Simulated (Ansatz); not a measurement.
Here is an Ansatz 0.2.0 calculation.

The input input.yaml:

```yaml
crystal:
  lattice:
    - [2.9003720726, 0.0, 0.0]
    - [-1.4501860363, 2.5117958953, 0.0]
    - [0.0, 0.0, 5.166274]
  atoms:
    - { symbol: Ta, position: [0.3333333333, 0.6666666667, 0.25] }
    - { symbol: Ta, position: [0.6666666667, 0.3333333333, 0.75] }
hamiltonian:
  xc: pbe
  pseudopotentials: { kind: paw_fr }
magnetization:
  noncollinear: true
  spin_orbit: true
kpoints:
  mp_grid: { grid: [8, 8, 4] }
  band_path:
    path:
      - [[0.0, 0.0, 0.0], [0.5, 0.0, 0.0], [0.3333333333, 0.3333333333, 0.0], [0.0, 0.0, 0.0], [0.0, 0.0, 0.5], [0.5, 0.0, 0.5], [0.3333333333, 0.3333333333, 0.5], [0.0, 0.0, 0.5]]
      - [[0.5, 0.0, 0.5], [0.5, 0.0, 0.0]]
      - [[0.3333333333, 0.3333333333, 0.0], [0.3333333333, 0.3333333333, 0.5]]
    npoints: 14
scf:
  occupations: { method: fermi_dirac, width: 0.05 }
  n_extra_bands: 6
output:
  forces: true
  stress: true
  eigenvalues: true
  fatbands: false
  write_density: true
  write_potential: true
  elf: true
  volumetric_format: npy
```

Potentials or basis: Ansatz PAW.

The run is started by

```console
$ ansatz run input.yaml --threads 2 --pin off --max-ram 5632MiB --backend cpu --events-out ev --progress --plain --runs-dir out
```

Q: Predict the pressure.

A: -1.0 GPa.

Q: Predict the band gap on the k mesh.

A: None (metal or under the smearing width).

Stress tensor (GPa, compression positive):
```
-0.48  0.00  0.00
 0.00 -0.48  0.00
 0.00  0.00 -1.95
```
